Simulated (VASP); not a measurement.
# Zone-centre optical mode of zinc-blende InAs in VASP: volume, functional and numerical settings compared

Before phonons of InAs are computed, it must be decided where the processor time should go: into a denser mesh, a costlier functional, or a better lattice constant. The choice matters because InAs serves in infrared detectors and fast transistors, where optical phonons scatter the carriers and limit their mobility. The quantity followed here is the highest harmonic mode at the zone centre without the macroscopic field, that is, the transverse optical mode, in which the In and As sublattices move against each other. The reference is the LDA row at 450 eV with the 12×12×12 mesh, 213.5 cm⁻¹. The other rows change the volume, the functional or a numerical setting. The comparison is between levels of calculation, not with a measured frequency.

## Systems and settings

One crystal, InAs (zinc-blende) (known phase). Each functional has its own relaxed cell (zero pressure, space group kept); the row so marked keeps the lattice of the database entry with the atoms relaxed, and rows that name a mesh, cutoff or method use the LDA cell. Harmonic zone-centre modes at natural masses, no LO-TO term. Program: VASP 6.6.1, plane waves and PAW (data sets made for LDA of release 64 or PBE of release 64), scalar-relativistic without spin-orbit coupling, no spin polarisation. Occupations: first-order Methfessel-Paxton smearing of 0.15 eV. Times are rough, from shared x86 server processors.

- volume (Å³): volume per atom of the cell used.
- pressure (GPa): pressure of the cell at that level and setting, compression positive.
- settings: cutoff, k mesh and method.
- highest Γ mode (cm⁻¹): highest optical mode at the zone centre, without the macroscopic field (no LO-TO term).
- cost (core-s): processor time of the phonon run, shared machines, rough.

Input lines of one member:

```
PREC = Accurate
ENCUT = 450
EDIFF = 1E-08
NELM = 100
ISMEAR = 1
SIGMA = 0.15
LREAL = .FALSE.
ALGO = Normal
GGA = CA
NBANDS = 15
LORBIT = 11
IBRION = 8
ISIF = 2
```

Command (options for logging and memory left out): `vasp_std`

## Table of results

| member | volume (Å³) | pressure (GPa) | settings | highest Γ mode (cm⁻¹) | cost (core-s) | remark |
| --- | --- | --- | --- | --- | --- | --- |
| PBEsol+D3(BJ) | 27.395 | 0.01 | 450 eV, k 12×12×12, finite displacements | 216.6 | 840 | gap closed at this level |
| LDA | 27.438 | −0.01 | 450 eV, k 12×12×12, linear response | 213.5 | 620 | gap closed at this level |
| LDA, coarser mesh | 27.438 | 0.03 | 450 eV, k 7×7×7, linear response | 213.1 | 320 | gap closed at this level |
| LDA, default cutoff | 27.438 | −0.54 | 240 eV, k 12×12×12, linear response | ? | 500 |  |
| LDA, denser mesh | 27.438 | −0.01 | 450 eV, k 16×16×16, linear response | 214.2 | 1900 | gap closed at this level |
| LDA, finite displacements | 27.438 | −0.01 | 450 eV, k 12×12×12, finite displacements | 213.6 | 800 | gap closed at this level |
| LDA, cell of the database entry | 27.791 | −0.75 | 450 eV, k 12×12×12, linear response | 210.0 | 670 | gap closed at this level |
| r2SCAN+rVV10 | 28.200 | 0.01 | 450 eV, k 12×12×12, finite displacements | 212.3 | 4400 |  |
| PBEsol | 28.252 | 0.00 | 450 eV, k 12×12×12, linear response | 208.0 | 730 | gap closed at this level |
| r2SCAN | 28.509 | 0.01 | 450 eV, k 12×12×12, finite displacements | 209.3 | 4700 |  |
| PBE | 29.637 | 0.00 | 450 eV, k 12×12×12, linear response | 197.9 | 960 | gap closed at this level |

Cells marked ? are withheld until the estimate has been made.

Least-squares fits to the members shown, with x = volume (Å³); R² in the fitted variables, residuals in the unit of y:

| y | members | fit | R² | rms residual | leave-one-out rms | standard deviation of y |
| --- | --- | --- | --- | --- | --- | --- |
| highest Γ mode (cm⁻¹) | 10 | ln y = 8.451 − 0.9309 ln x | 0.88 | 1.7 | 2.6 | 5.2 |

## Mechanism

The shown modes run from 197.9 cm⁻¹ (PBE) to 216.6 cm⁻¹ (PBEsol+D3(BJ)), a spread of 216.6 − 197.9 = 18.7 cm⁻¹. Volume is the largest contribution. A larger cell has longer, weaker In–As bonds, and at fixed masses the frequency follows the square root of the force constant.

The two LDA cells give the effect of volume at a fixed functional: ln(213.5 / 210.0) / ln(27.791 / 27.438) = 1.29, so the frequency varies as volume to the power −1.29. PBEsol with and without D3(BJ) gives ln(216.6 / 208.0) / ln(28.252 / 27.395) = 1.32 in the same way, and r2SCAN with and without rVV10 gives ln(212.3 / 209.3) / ln(28.509 / 28.200) = 1.31. If the exponent at a fixed functional is close to the LDA one in these cases too, the dispersion term acts almost wholly through the lattice constant.

With this exponent, LDA taken to the PBE volume would give 213.5 × (27.438 / 29.637)^1.29 = 193.3 cm⁻¹. Volume thus lowers the mode by 213.5 − 193.3 = 20.2 cm⁻¹, and the change of functional returns 197.9 − 193.3 = 4.6 cm⁻¹. The same step leaves 208.0 − 213.5 × (27.438 / 28.252)^1.29 = 2.4 cm⁻¹ for PBEsol and 209.3 − 213.5 × (27.438 / 28.509)^1.29 = 6.1 cm⁻¹ for r2SCAN. These offsets explain why the fit through all rows has a smaller exponent, 0.93: the functionals with larger cells are stiffer than LDA at equal volume. Part of the r2SCAN offset may come from its open gap, since partly filled states at the zone centre can soften the mode where the gap is closed.

Settings matter less. The three LDA meshes span 214.2 − 213.1 = 1.1 cm⁻¹, and finite displacements differ from linear response by 0.1 cm⁻¹. The densest mesh costs about three times the reference run, and r2SCAN about six times LDA with finite displacements. A sound lattice constant is therefore the first thing to secure; the denser mesh buys less than 1 cm⁻¹.

## A prediction

Plain estimates from the members shown:

- LDA, default cutoff, fit at x = 27.438: 214.4 cm⁻¹
- LDA, default cutoff, geometric interpolation between PBEsol+D3(BJ) and LDA, cell of the database entry: w = (27.438 − 27.395) / (27.791 − 27.395) = 0.109, so 216.6 × (210.0 / 216.6)^0.109 = 215.9 cm⁻¹

The withheld row differs from the LDA reference only in its cutoff, 240 eV instead of 450 eV. Functional, cell, mesh and method are the same, so the reference value of 213.5 cm⁻¹ is a better start than either plain estimate. The fit and the interpolation both mix in other functionals, whose offsets at equal volume amount to several cm⁻¹.

The pressure of −0.54 GPa might seem to call for a shift. At the same volume the 450 eV run gives −0.01 GPa, so the difference is a basis-set error in the stress: the stress is evaluated with a fixed set of plane waves, and at a low cutoff that set is incomplete. The bonds are not stretched by it, because the cell is held fixed, and the volume exponent must not be applied. A less complete basis can still alter the force constants slightly, but the columns fix neither the sign nor the size of that change, so no shift is made.

The same route can be tried on the three other LDA rows in this cell. Taking 213.5 cm⁻¹ for each misses the coarser mesh by 0.4, the denser mesh by 0.7 and finite displacements by 0.1 cm⁻¹. None of these tests the cutoff itself, so the largest miss, 0.7 cm⁻¹, is taken as the standard deviation instead of their root mean square of 0.5 cm⁻¹.

**Committed estimate, LDA, default cutoff: highest Γ mode = 213.5 ± 0.7 cm⁻¹.**

## Result

| member | volume (Å³) | pressure (GPa) | settings | highest Γ mode (cm⁻¹) | cost (core-s) | remark |
| --- | --- | --- | --- | --- | --- | --- |
| LDA, default cutoff | 27.438 | −0.54 | 240 eV, k 12×12×12, linear response | 213.9 | 500 | gap closed at this level |

| member | estimate | highest Γ mode (cm⁻¹) | computed | estimate − computed | miss in error bars |
| --- | --- | --- | --- | --- | --- |
| LDA, default cutoff | committed | 213.5 | 213.9 | −0.4 | 0.6 |
| LDA, default cutoff | fit | 214.4 | 213.9 | +0.5 |  |
| LDA, default cutoff | interpolation | 215.9 | 213.9 | +2.0 |  |

The estimate of 213.5 cm⁻¹ lies 0.4 cm⁻¹ below the computed 213.9 cm⁻¹, inside the error bar of 0.7 cm⁻¹. It did clearly better than the interpolation, which was 2.0 cm⁻¹ too high, but no better in any meaningful sense than the fit, which missed by 0.5 cm⁻¹.

The argument about the pressure is borne out. Between the two LDA cells at 450 eV, the mode falls by 213.5 − 210.0 = 3.5 cm⁻¹ while the pressure falls by 0.75 − 0.01 = 0.74 GPa. Had the extra −0.53 GPa at 240 eV been read as a real stretching of the bonds, the estimate would have been 213.5 − 3.5 × 0.53 / 0.74 = 211.0 cm⁻¹, which is 213.9 − 211.0 = 2.9 cm⁻¹ too low. The mode instead rose slightly. At fixed atomic distances the low cutoff thus disturbs the stress far more than the force constant, which changes by only (213.9 / 213.5)² − 1 = 0.4 %.

## Where the trend breaks

Least-squares fits to the whole series, with x = volume (Å³); R² in the fitted variables, residuals in the unit of y:

| y | members | fit | R² | rms residual | leave-one-out rms | standard deviation of y |
| --- | --- | --- | --- | --- | --- | --- |
| highest Γ mode (cm⁻¹) | 11 | ln y = 8.429 − 0.9244 ln x | 0.88 | 1.7 | 2.5 | 5.0 |

Largest departures from the fit to the whole series:

| member | highest Γ mode (cm⁻¹) | fit | computed − fit | computed / fit | in rms residuals (of ln y) |
| --- | --- | --- | --- | --- | --- |
| r2SCAN+rVV10 | 212.3 | 209.0 | +3.3 | 1.02 | 2.0 |
| r2SCAN | 209.3 | 206.9 | +2.4 | 1.01 | 1.5 |
| PBEsol+D3(BJ) | 216.6 | 214.6 | +2.0 | 1.01 | 1.2 |
| LDA, cell of the database entry | 210.0 | 211.8 | −1.8 | 0.99 | 1.1 |

The two r2SCAN rows lie highest above the fit, by 3.3 cm⁻¹ with rVV10 and 2.4 cm⁻¹ without. The likeliest reason is a stiffer bond at equal volume than the other functionals give. Weaker softening by partly filled states may add to it, since the gap is open in these rows, though narrower than the smearing width.

PBEsol+D3(BJ) lies 2.0 cm⁻¹ above the fit, and LDA in the cell of the database entry 1.8 cm⁻¹ below it. In the cell of PBEsol+D3(BJ), LDA would give 213.5 × (27.438 / 27.395)^1.29 = 213.9 cm⁻¹. PBEsol+D3(BJ) is thus 216.6 − 213.9 = 2.7 cm⁻¹ higher at equal volume, which accounts for most of the difference between these two departures from the fit. The fit is also shallower than the volume dependence of LDA: its exponent is 0.92, against 1.29 between the two LDA cells. This raises the residual of the smaller LDA cell and lowers that of the larger one. The r2SCAN pair shows the same pattern, but there the dispersion term changes along with the cell.

These departures are systematic differences between functionals, and none of them points to a faulty run.

## Cost against accuracy

The 16×16×16 mesh takes 1900 / 620 = 3.1 times the processor time of the LDA reference and moves the mode by 0.7 cm⁻¹. The rise from mesh to mesh has not levelled off, so this step is no bound on the remaining mesh error. r2SCAN takes 4700 / 800 = 5.9 times as long as LDA, both with finite displacements, and in its own cell gives a mode 213.6 − 209.3 = 4.3 cm⁻¹ lower.

The default cutoff takes 500 / 620 = 0.81 times the processor time of the LDA reference. On shared machines this is no firm saving: PBEsol and PBE, run with the same cutoff, mesh and method, differ by more, 730 against 960 core-s. In a fixed cell the default cutoff moves the mode by only 0.4 cm⁻¹, but a relaxation that followed its false stress would shrink the cell and raise the mode by roughly 2.5 cm⁻¹.

## What to take away

If the volume exponent of LDA also holds for the other functionals and their larger cells, most of the spread of about 19 cm⁻¹ comes from the volume, and the functional at equal volume contributes up to about 6 cm⁻¹. The settings tried here move the mode by about 1 cm⁻¹.

My advice to secure a sound lattice constant first goes further than the table. The rows show that the mode is sensitive to the volume, not which volume gives the most accurate frequency, because no measured frequency is compared. LDA gives 213.5 cm⁻¹ in its own cell and 210.0 cm⁻¹ in that of the database entry, and nothing here decides between the two. Even in the correct cell a functional keeps its error in the bond stiffness, and an error in its own lattice constant may partly cancel that one. What the rows do support is to state the cell with every frequency, and to compare functionals or settings at equal volume.

The exponent of about −1.3 at a fixed functional rests on the two LDA cells alone, at 27.438 and 27.791 Å³ per atom. In the PBEsol and r2SCAN pairs the dispersion term changes together with the cell. Their similar exponents agree with a dispersion term that acts through the lattice constant, but do not prove it; that would take runs with and without the term in one and the same cell. Applying the exponent to the PBEsol, r2SCAN and PBE cells extrapolates in volume and carries an LDA result over to other functionals. For LDA itself, a lattice constant 1 % larger means a volume about 3 % larger, somewhat beyond the range of the pair, and would lower the mode by about 0.03 × 1.3 × 213.5 = 8 cm⁻¹. The fit through all rows has a leave-one-out error of 2.5 cm⁻¹, half the standard deviation of 5.0 cm⁻¹. Five of the eleven rows share one LDA cell, however, so the error for a new functional may well be larger.

Of the omitted physics, the macroscopic field matters most for the full spectrum: it leaves the transverse mode unchanged but puts the longitudinal mode roughly 20 cm⁻¹ above it, about as much as the whole spread. Warming to room temperature lowers the mode by only a few cm⁻¹.

[On method and selection: Spin-orbit coupling is left out; with In it can change gaps and with them the response and soft modes. Runs that did not converge, have known faults or may not be shown are not listed, and runs on Ansatz's PAW sets soft_1 and soft_2 are kept to separate tables. A measured value is attached only where its sources agree among themselves; tables made before the last selection also left out values far from the computed one, as likely another phase or mode.]

[Logs are printed without paths, hosts, clocks, repeated set-up lines and the standing remarks that a program may print on its own settings, such as how far it seeks lower states.]
